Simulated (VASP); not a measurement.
The system is Ru.

```
Ru
1.0
     2.70580    0.00000    0.00000
    -1.35290    2.34329    0.00000
     0.00000    0.00000    4.28190
Ru
2
Direct
  0.66667 0.33333 0.75000
  0.33333 0.66667 0.25000
```

- Program: VASP 6.6.1
- Task: relaxation of cell and atoms
- Functional: RPBE
- Potentials or basis: VASP PAW PBE potentials, release 64 (Ru_pv)
- Cutoff: 600 eV
- k mesh: 11 × 11 × 6
- Occupations: fermi-dirac, width 0.05 eV
- Spin: no spin polarisation

At the start: pressure 8.9 GPa; volume 13.57 Å³/atom.

How do energy, volume and symmetry change on relaxing?

Over 6 steps the energy falls by 10.5 meV/atom and the volume is 13.96 Å³/atom (+2.9 %); space group P6_3/mmc (No. 194, to 0.05 Å).

Step by step:
| step | energy change (eV) | largest force (eV/Å) | pressure (GPa) | volume (Å³) |
| --- | --- | --- | --- | --- |
| 1 | 0.0000 | 0.0000 | 8.95 | 27.15 |
| 2 | 0.1309 | 0.0000 | -19.36 | 30.24 |
| 3 | -0.0209 | 0.0000 | -0.26 | 27.95 |
| 4 | -0.0209 | 0.0000 | 0.00 | 27.92 |
| 5 | -0.0209 | 0.0000 | -0.03 | 27.93 |
| 6 | -0.0209 | 0.0000 | -0.02 | 27.92 |

Final structure:
```
Ru
1.0
     2.73229    0.00000    0.00000
    -1.36615    2.36623    0.00000
     0.00000    0.00000    4.31925
Ru
2
Direct
  0.66667 0.33333 0.75000
  0.33333 0.66667 0.25000
```

Caveat: the PAW data sets were made with another functional, which shifts forces and pressure a little.
